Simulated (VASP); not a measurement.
Method: PBEsol GGA, VASP's PBE PAW potentials (set 64) (plane waves; VASP 6.6.1).

The input files of a VASP run:

KPOINTS:
```
Regular mesh
0
Gamma
 6 6 6
```

### INCAR
```
SIGMA = 0.05   # width (eV)
EDIFF = 1E-6   # SCF stop (eV)
IBRION = 2
LCHARG = F
EDIFFG = -0.01   # ionic stop
LMAXMIX = 4   # l cut-off of mixed one-centre charges
LREAL = F
GGA = PS   # PBEsol
ENCUT = 400   # plane-wave cut-off (eV)
SYSTEM = CsCl
ISIF = 3   # ions, shape and volume
PREC = Accurate
ISMEAR = 0
NSW = 60   # most ionic steps
ALGO = Normal
NELM = 100   # most electronic steps
LASPH = T   # aspherical one-centre terms
LWAVE = F
```

### POSCAR
```
CsCl
1.0
  4.0730141028   0.0000000000   0.0000000000
  0.0000000000   4.0730141028   0.0000000000
  0.0000000000   0.0000000000   4.0730141028
Cs Cl
1 1
Direct
  0.0000000000   0.0000000000   0.0000000000
  0.5000000000   0.5000000000   0.5000000000
```

POTCAR, in this order: Cs_sv Cl (PBE.64 set). Program: vasp_std.

The resulting files:

**OSZICAR**
```
       N       E                     dE             d eps       ncg     rms          rms(c)
DAV:   1     0.850846566355E+02    0.85085E+02   -0.60782E+03   480   0.945E+02
DAV:   2    -0.126957448018E+01   -0.86354E+02   -0.81873E+02   752   0.172E+02
DAV:   3    -0.714255037122E+01   -0.58730E+01   -0.58587E+01   596   0.510E+01
DAV:   4    -0.719629498859E+01   -0.53745E-01   -0.53729E-01   552   0.621E+00
DAV:   5    -0.719705430782E+01   -0.75932E-03   -0.75925E-03   612   0.714E-01    0.212E+00
DAV:   6    -0.688720823269E+01    0.30985E+00   -0.53220E-01   532   0.429E+00    0.153E+00
DAV:   7    -0.684744646792E+01    0.39762E-01   -0.16636E-01   652   0.235E+00    0.872E-01
DAV:   8    -0.684606185702E+01    0.13846E-02   -0.12574E-02   564   0.834E-01    0.123E-01
DAV:   9    -0.684623238108E+01   -0.17052E-03   -0.22619E-03   632   0.322E-01    0.101E-01
DAV:  10    -0.684630417148E+01   -0.71790E-04   -0.17312E-04   572   0.110E-01    0.200E-02
DAV:  11    -0.684631594289E+01   -0.11771E-04   -0.32775E-05   600   0.390E-02    0.551E-03
DAV:  12    -0.684631553472E+01    0.40816E-06   -0.70426E-06   584   0.168E-02
   1 F= -.68463155E+01 E0= -.68463155E+01  d E =-.684632E+01
```

### OUTCAR
```
------------------------ aborting loop because EDIFF is reached ----------------------------------------
  FORCE on cell =-STRESS in cart. coord.  units (eV):
  Direction    XX          YY          ZZ          XY          YZ          ZX
  --------------------------------------------------------------------------------------
  Total       -0.0067788     -0.0067788     -0.0067788      0.0000000      0.0000000     -0.0000000
  in kB       -0.1607377     -0.1607377     -0.1607377      0.0000000      0.0000000     -0.0000000
  external PRESSURE =      -0.1607377 kB  Pullay stress =       0.0000000 kB
  volume of cell :       67.57
      direct lattice vectors                 reciprocal lattice vectors
     4.073014103  0.000000000  0.000000000     0.245518423  0.000000000  0.000000000
     0.000000000  4.073014103  0.000000000     0.000000000  0.245518423  0.000000000
     0.000000000  0.000000000  4.073014103     0.000000000  0.000000000  0.245518423
 POSITION                                       TOTAL-FORCE (eV/Angst)
 -----------------------------------------------------------------------------------
      0.00000      0.00000      0.00000         0.000000      0.000000      0.000000
      2.03651      2.03651      2.03651         0.000000      0.000000      0.000000
 -----------------------------------------------------------------------------------
    total drift:                                0.000000      0.000000      0.000000
  FREE ENERGIE OF THE ION-ELECTRON SYSTEM (eV)
  ---------------------------------------------------
  free  energy   TOTEN  =        -6.8463155347 eV

  energy  without entropy=       -6.8463155347  energy(sigma->0) =       -6.84631553

 reached required accuracy - stopping structural energy minimisation
```
(Selected blocks of OUTCAR.)

The compound is CsCl in the CsCl type structure. It was relaxed first. The start is the result of an earlier pass.
